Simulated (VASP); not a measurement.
A run of VASP 6.6.1 is set up as follows.

File INCAR:

```
SYSTEM = InP
ALGO     = Normal         ! electronic algorithm
EDIFF    = 1E-7           ! SCF threshold, eV
EDIFFG   = -0.005         ! ionic threshold
ENCUT    = 600            ! plane-wave cutoff, eV
GGA      = PS             ! functional
IBRION   = 2              ! ionic algorithm
ISIF     = 3              ! what is computed and relaxed
ISMEAR   = 0              ! smearing method
LASPH    = .TRUE.         ! aspherical terms in the spheres
LCHARG   = .FALSE.        ! write CHGCAR
LREAL    = .FALSE.        ! projectors in reciprocal space
LWAVE    = .FALSE.        ! write WAVECAR
NELM     = 60             ! most SCF steps
NSW      = 100            ! ionic steps
PREC     = Accurate       ! precision mode
SIGMA    = 0.02           ! smearing width, eV
```

File KPOINTS:

```
k-points
0
G
  8 8 8
  0 0 0
```

The input POSCAR:

```
InP
1.0
    0.0000000000     -2.9305000000     -2.9305000000
    2.9305000000      0.0000000000     -2.9305000000
    2.9305000000     -2.9305000000      0.0000000000
In P
1 1
Direct
    0.0000000000      0.0000000000      0.0000000000
    0.7500000000      0.7500000000      0.7500000000
```

Potentials or basis: VASP PAW PBE potentials, release 64 (In_d, P).

Run with:

```bash
$ cat potpaw_PBE.64/In_d/POTCAR potpaw_PBE.64/P/POTCAR > POTCAR
$ mpirun -np 1 vasp_std > vasp.out
```

Problem. Predict the space group after relaxing (to 0.05 Å).

Solution. F-43m (No. 216).

Problem. Estimate the relaxed cell.

Solution. a = 4.157 Å, b = 4.157 Å, c = 4.157 Å, α = 60.00°, β = 60.00°, γ = 60.00°.

The path:
```
step  energy change (eV)  largest force (eV/Å)  pressure (GPa)  volume (Å³)
   1              0.0000                0.0000            0.61        50.33
   2             -0.0006                0.0000           -0.31        51.03
   3             -0.0009                0.0000            0.00        50.79
```

Caveat: the PAW data sets were made with another functional, which shifts forces and pressure a little. Zero-point motion and thermal expansion aren't in these numbers.
